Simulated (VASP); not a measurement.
Set up this calculation in VASP 6.6.1, as the native input.

```
Task                   : single point
Functional             : PBEsol
Potentials or basis    : VASP PAW PBE potentials, release 64 (Al, Pt)
Cutoff                 : 520 eV
k mesh                 : 14 × 14 × 14
Occupations            : gaussian, width 0.1 eV
Spin                   : no spin polarisation
Dipole correction      : no
Further INCAR settings : ALGO = Fast; EDIFF = 1e-07; NBANDS = 14
```

The structure of AlPt lies in POSCAR:

```
AlPt
1.0
    3.0601616564      0.0000000000      0.0000000000
    0.0000000000      3.0601616564      0.0000000000
    0.0000000000      0.0000000000      3.0601616564
Al Pt
1 1
Direct
    0.0000000000      0.0000000000      0.0000000000
    0.5000000000      0.5000000000      0.5000000000
```

Measurements of this composition are mostly on another form, of space group No. 198.

These files were run (other wordings do the same):

INCAR

```
SYSTEM = AlPt
PREC     = Accurate       ! precision mode
ENCUT    = 520            ! plane-wave cutoff, eV
EDIFF    = 1E-7           ! SCF threshold, eV
ISMEAR   = 0              ! smearing method
SIGMA    = 0.1            ! smearing width, eV
LREAL    = .False.        ! projectors in reciprocal space
LASPH    = .True.         ! aspherical terms in the spheres
NELM     = 100            ! most SCF steps
ALGO     = Fast           ! electronic algorithm
ISIF     = 2              ! what is computed and relaxed
LWAVE    = .False.        ! write WAVECAR
LCHARG   = .False.        ! write CHGCAR
GGA      = PS             ! functional
NBANDS   = 14             ! bands
```

KPOINTS

```
Automatic mesh
0
Gamma
  14 14 14
  0 0 0
```

Potentials or basis: VASP PAW PBE potentials, release 64 (Al, Pt).

Launch:

```sh
$ cat potpaw_PBE.64/Al/POTCAR potpaw_PBE.64/Pt/POTCAR > POTCAR
$ mpirun -np 1 vasp_std > vasp.out
```

Results of the run:

| Property | Result |
| --- | --- |
| Pressure | -0.1 GPa |
| Band gap on the k mesh | none (metal or under the smearing width) |

Caveat: the PAW data sets were made with another functional, which shifts forces and pressure a little.

Wall time 37 s on 1 thread of Intel(R) Xeon(R) Platinum 8488C (Sapphire Rapids), with other jobs on the host, peak memory 0.17 GiB.
